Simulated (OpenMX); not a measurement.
Pd:

```xyz
1
Lattice="0.0000 1.9465 1.9465 1.9465 0.0000 1.9465 1.9465 1.9465 0.0000" Properties=species:S:1:pos:R:3 pbc="T T T"
Pd    0.0000    0.0000    0.0000
```

- Program: OpenMX 3.8.5
- Task: single point
- Functional: PBE
- Potentials or basis: OpenMX 2013 PBE set, Pd7.0-s3p2d2, grid cutoff 350 Ry
- k mesh: 13 × 13 × 13
- Occupations: fermi-dirac, width 0.05 eV
- Spin: no spin polarisation

On this cell: pressure 12.4 GPa; band gap on the k mesh none (metal or under the smearing width).

The same run follows on a disturbed copy (cell strained at random at fixed volume):

```
CELL_PARAMETERS angstrom
-0.01113 1.95522 1.94186
1.97107 0.00634 1.92440
1.96444 1.93112 0.01297
ATOMIC_POSITIONS crystal
Pd 0.02384 0.98301 0.99703
```

Task: What changes?

Result: The energy (extrapolated to zero smearing) moves by +2.3 meV/atom; pressure 12.6 GPa; band gap on the k mesh none (metal or under the smearing width).

Caveats: the basis of atomic orbitals isn't converged, which shifts pressures, moduli and gaps.
